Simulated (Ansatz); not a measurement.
The system is Al3Ni2.

```xyz
5
Lattice="3.9942 0.0000 0.0000 -1.9971 3.4591 0.0000 0.0000 0.0000 4.8809" Properties=species:S:1:pos:R:3 pbc="T T T"
Ni    1.9971    1.1530    4.1655
Ni    0.0000    2.3060    0.7154
Al    1.9971    1.1530    1.7177
Al    0.0000    2.3060    3.1632
Al    0.0000    0.0000    0.0000
```

The cell comes from a database or a generator and needn't be the stable form of this composition.

- Program: Ansatz 0.2.0
- Task: relaxation of cell and atoms
- Functional: LDA
- Potentials or basis: Ansatz PAW
- Cutoff: 420 eV (not typed: the program's choice for these potentials)
- k mesh: 8 × 8 × 6
- Occupations: fermi-dirac, width 0.05 eV
- Spin: collinear spin, ferromagnetic start
- Starting moments: [1.0, 1.0, 0.0, 0.0, 0.0] μB

At the start: volume 13.49 Å³/atom.

Task: Where does the relaxation end?

Result: It ends after 5 steps and the volume is 13.09 Å³/atom (-2.9 %); space group P-3m1 (No. 164, to 0.05 Å); moment 0.00 μB per cell.

Step by step:
| step | energy change (eV) | largest force (eV/Å) | volume (Å³) |
| --- | --- | --- | --- |
| 1 | 0.0000 | 0.0682 | 67.44 |
| 2 | -0.0245 | 0.0486 | 66.17 |
| 3 | -0.0288 | 0.0106 | 65.42 |
| 4 | -0.0288 | 0.0042 | 65.46 |
| 5 | -0.0279 | 0.0041 | 65.46 |

Final structure:
```cif
data_structure
_symmetry_space_group_name_H-M 'P 1'
_symmetry_Int_Tables_number 1
_cell_length_a 3.9571
_cell_length_b 3.9571
_cell_length_c 4.8269
_cell_angle_alpha 90.000
_cell_angle_beta 90.000
_cell_angle_gamma 120.000
_cell_volume 65.46
loop_
_atom_site_label
_atom_site_type_symbol
_atom_site_fract_x
_atom_site_fract_y
_atom_site_fract_z
_atom_site_occupancy
Ni1 Ni 0.66667 0.33333 0.85412 1
Ni2 Ni 0.33333 0.66667 0.14588 1
Al1 Al 0.66667 0.33333 0.35211 1
Al2 Al 0.33333 0.66667 0.64789 1
Al3 Al 0.00000 0.00000 0.00000 1
```

Caveat: the plane-wave basis is chosen anew once the cell has moved, so the energies of steps on either side of that aren't comparable; the PAW data sets come from PBE, with cores solved anew for the run's functional, which leaves a small shift of forces and pressure; the starting moments weren't kept.
